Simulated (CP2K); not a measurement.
Crystal: Hf.

```
CELL_PARAMETERS angstrom
3.19670 0.00000 0.00000
-1.59835 2.76842 0.00000
0.00000 0.00000 5.05780
ATOMIC_POSITIONS crystal
Hf 0.66667 0.33333 0.75000
Hf 0.33333 0.66667 0.25000
```

Base run:

| Property | Result |
| --- | --- |
| Program | CP2K 2026.2 |
| Functional | PBEsol |
| Potentials or basis | POTENTIAL_UZH Hf GTH-PBE-q12; TZVP-MOLOPT-PBE-GTH basis |
| Density cutoff | 9184 eV |
| k mesh | 10 × 10 × 5 |
| Occupations | fermi-dirac, width 0.05 eV |
| Spin | no spin polarisation |

Its results: band gap on the k mesh none (metal or under the smearing width); pressure -2.9 GPa.

**Question.** After a change of settings the same cell gave: band gap on the k mesh none (metal or under the smearing width); pressure 1.0 GPa. Which change was it?
A. functional from PBEsol to LDA
B. functional from PBEsol to rev-vdW-DF2
C. functional from PBEsol to SCAN
D. functional from PBEsol to AM05

**Answer.** C.

Caveats: the potentials were made for another functional, which shifts forces and pressure; spin-orbit coupling is left out, which moves the levels of the heavy elements; the basis of atomic orbitals isn't converged, which shifts pressures, moduli and gaps.
